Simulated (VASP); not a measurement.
Te2Mo:

```
CELL_PARAMETERS angstrom
3.51820 0.00000 0.00000
-1.75910 3.04685 0.00000
0.00000 0.00000 13.97360
ATOMIC_POSITIONS crystal
Te 0.33333 0.66667 0.62100
Te 0.66667 0.33333 0.12100
Te 0.33333 0.66667 0.87900
Te 0.66667 0.33333 0.37900
Mo 0.33333 0.66667 0.25000
Mo 0.66667 0.33333 0.75000
```

```yaml
Program: VASP 6.6.1
Task: relaxation of cell and atoms
Functional: PBE
Dispersion: D3(BJ)
Potentials_or_basis: VASP PAW PBE potentials, release 64 (Te, Mo_sv)
Cutoff: 600 eV
k_mesh: 9 × 9 × 2
Occupations: gaussian, width 0.03 eV
Spin: no spin polarisation
```

At the start: pressure -0.6 GPa; volume 24.96 Å³/atom.

Question: Where does the relaxation end?

Answer: Over 11 steps the energy falls by 4.2 meV/atom and the volume is 24.15 Å³/atom (-3.2 %); space group P6_3/mmc (No. 194, to 0.05 Å).

The path:
| step | energy change (eV) | largest force (eV/Å) | pressure (GPa) | volume (Å³) |
| --- | --- | --- | --- | --- |
| 1 | 0.0000 | 0.1801 | -0.57 | 149.79 |
| 2 | -0.0099 | 0.1781 | 0.16 | 147.87 |
| 3 | -0.0107 | 0.1781 | 0.42 | 147.15 |
| 4 | -0.0138 | 0.0446 | -0.52 | 147.26 |
| 5 | -0.0143 | 0.0147 | -0.27 | 147.23 |
| 6 | -0.0201 | 0.0145 | -0.19 | 146.48 |
| 7 | -0.0252 | 0.0121 | -0.01 | 145.13 |
| 8 | -0.0254 | 0.0107 | 0.04 | 144.86 |
| 9 | -0.0254 | 0.0111 | 0.03 | 144.91 |
| 10 | -0.0253 | 0.0168 | -0.11 | 144.97 |
| 11 | -0.0254 | 0.0027 | -0.01 | 144.93 |

Final structure:
```yaml
crystal:
  lattice:
    - [3.49568, 0.00000, 0.00000]
    - [-1.74784, 3.02735, 0.00000]
    - [0.00000, 0.00000, 13.69484]
  atoms:
    - { symbol: Te, position: [0.33333, 0.66667, 0.61724] }
    - { symbol: Te, position: [0.66667, 0.33333, 0.11724] }
    - { symbol: Te, position: [0.33333, 0.66667, 0.88276] }
    - { symbol: Te, position: [0.66667, 0.33333, 0.38276] }
    - { symbol: Mo, position: [0.33333, 0.66667, 0.25000] }
    - { symbol: Mo, position: [0.66667, 0.33333, 0.75000] }
```
